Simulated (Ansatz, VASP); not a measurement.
Two plane-wave programs on Pd

File INCAR:

```
SYSTEM = Pd
PREC = Accurate
ENCUT = 600
EDIFF = 1E-6
ISMEAR = 0
SIGMA = 0.1
LREAL = .FALSE.
LASPH = .TRUE.
NELM = 100
ALGO = Normal
ISIF = 3
LWAVE = .FALSE.
LCHARG = .FALSE.
GGA = PS
IBRION = 2
NSW = 90
EDIFFG = -0.04
```

File KPOINTS:

```
Automatic mesh
0
G
  8 8 8
  0 0 0
```

File POSCAR:

```
Pd
1.0
   -1.5398882166      1.5398882166      1.5398882166
    1.5398882166     -1.5398882166      1.5398882166
    1.5398882166      1.5398882166     -1.5398882166
Pd
1
Direct
    0.0000000000      0.0000000000      0.0000000000
```

Input for Ansatz:

```yaml
crystal:
  lattice:
    - [-1.5398882166, 1.5398882166, 1.5398882166]
    - [1.5398882166, -1.5398882166, 1.5398882166]
    - [1.5398882166, 1.5398882166, -1.5398882166]
  atoms:
    - { symbol: Pd, position: [0.0, 0.0, 0.0] }
basis:
  ecutwfc: 420
kpoints:
  mp_grid: { grid: [8, 8, 8] }
hamiltonian:
  xc: pbesol
scf:
  occupations: { method: gaussian, width: 0.1 }
  lower_state_search: "off"
output:
  forces: true
  stress: true
  eigenvalues: true
relax:
  adjacent_minimum: "off"
  f_tol: 0.04
  max_steps: 70
  cell: { stress_tol: 0.4 }
```

Alike in both runs: task relaxation of cell and atoms; functional PBEsol; k mesh 8 × 8 × 8; occupations gaussian, width 0.1 eV; no spin polarisation.

|  | VASP | Ansatz |
| --- | --- | --- |
| version | VASP 6.6.1 | Ansatz 0.2.0 |
| potentials or method | VASP PAW PBE potentials, release 64 (Pd) | scalar-relativistic, plane waves, PAW |
| plane-wave cutoff (eV) | 600 | 420 |
| valence electrons in the cell | 10 | 18 |

Ansatz gave:

```
gap on the k mesh at the Fermi level, each at its own relaxed structure (eV) : none
relaxed volume (Å³/atom)                                                     : 14.70
relaxed cell length with the largest relative difference (Å)                 : 2.673
```

Question: Which values does VASP return?

Answer: gap on the k mesh at the Fermi level, each at its own relaxed structure (eV): none; relaxed volume (Å³/atom): 14.67; relaxed cell length with the largest relative difference (Å): 2.671.

A gap of «none» marks a metal or a gap that the smearing closes. The two sets of potentials don't hold the same shells in valence.

Caveats: the k mesh is coarse (spacing up to 0.36 Å⁻¹), so the values aren't converged; the PAW data sets were made with another functional, which shifts forces and pressure a little (VASP).
